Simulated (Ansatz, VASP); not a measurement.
# Two plane-wave programs on In

```
In
1.0
     3.33548    0.00000    0.00000
    -1.66774    2.88861    0.00000
     0.00000    0.00000    5.50914
In
2
Direct
  0.33333 0.66667 0.25000
  0.66667 0.33333 0.75000
```

This isn't the form of In at room conditions, which is tetragonal.

Alike in both runs: task single point; functional r2SCAN; k mesh 6 × 6 × 4; occupations gaussian, width 0.1 eV; no spin polarisation.

|  | VASP | Ansatz |
| --- | --- | --- |
| version | VASP 6.6.1 | Ansatz 0.2.0 |
| potentials or method | VASP PAW PBE potentials, release 64 (In_d) | scalar-relativistic, plane waves, PAW |
| plane-wave cutoff (eV) | 520 | 500 |
| valence electrons in the cell | 26 | 26 |

```tsv
	VASP	Ansatz	Ansatz less VASP
gap on the k mesh at the Fermi level (eV)	none	none	-
pressure (GPa)	-0.5	-0.5	-0.03
largest component of the traceless stress (GPa)	0.57	0.57	0.000
```

A gap of «none» marks a metal or a gap that the smearing closes. With one functional, cell and mesh, what is left measures potentials, basis and numerics.

Caveats: the k mesh is coarse (spacing up to 0.36 Å⁻¹), so the values aren't converged; the PAW data sets were made with another functional, which shifts forces and pressure a little (VASP).
